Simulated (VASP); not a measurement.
# ZnSe, self-consistent run: which settings are enough?

ZnSe, P4/nmm (no. 129), 4 atoms in the cell. PBE with D2; PAW potentials Se, Zn (PBE set). VASP 6.6.1.

Wanted: energy within 2 meV/atom; pressure within 0.1 GPa.

POSCAR:
```
ZnSe
1.0
    4.1077020000      0.0000000000      0.0000000000
    0.0000000000      4.1077020000      0.0000000000
    0.0000000000      0.0000000000      6.0703500000
Se Zn
2 2
Direct
    0.5000000000      0.0000000000      0.7537200000
    0.0000000000      0.5000000000      0.2462800000
    0.5000000000      0.5000000000      0.0000000000
    0.0000000000      0.0000000000      0.0000000000
```

## Inputs of the D2 term

| Inputs of the D2 term | Energy less reference (meV/atom) | Pressure (GPa) | SCF iterations | Time (s) |
|---|---|---|---|---|
| default | 0.0 | -1.18 | 15 | 14 |
| VDW_RADIUS = 15 | 2.1 | -1.16 | 15 | 15 |
| VDW_RADIUS = 25 | 0.4 | -1.18 | 15 | 15 |
| VDW_RADIUS = 80 | 0.0 | -1.18 | 15 | 15 |
| VDW_S6 = 0.6 | 37.4 | -0.94 | 15 | 14 |
| VDW_D = 15.0 | -19.1 | -1.19 | 15 | 14 |
| VDW_D = 30.0 | 16.2 | -1.27 | 15 | 14 |
| VDW_C6 = 12.640 10.800, VDW_R0 = 1.771 1.562 | 0.0 | -1.18 | 15 | 14 |
| VDW_C6 = 15.168 12.960, VDW_R0 = 1.771 1.562 | -37.4 | -1.43 | 15 | 14 |
| VDW_C6 = 10.112 8.640, VDW_R0 = 1.771 1.562 | 37.4 | -0.94 | 15 | 13 |

Chosen: default; no other choice that stays within half of the tolerance saves 30 % of the time.

## The input

INCAR:
```
SYSTEM = ZnSe
PREC = Accurate
ENCUT = 520
EDIFF = 1E-7
ISMEAR = 0
SIGMA = 0.02
LREAL = .False.
LASPH = .True.
ALGO = Normal
NELM = 100
ISIF = 2
LWAVE = .False.
LCHARG = .False.
IVDW = 1
```

KPOINTS:
```
k-points
0
Gamma
  5 5 3
```

Commands:
```
cat potpaw_PBE.64/Se/POTCAR potpaw_PBE.64/Zn/POTCAR > POTCAR
mpirun -np 1 vasp_std > vasp.out
```

The chosen input took VASP 6.6.1 14 s on 1 core (Intel Xeon 6975P-C (Granite Rapids)), a shared host.
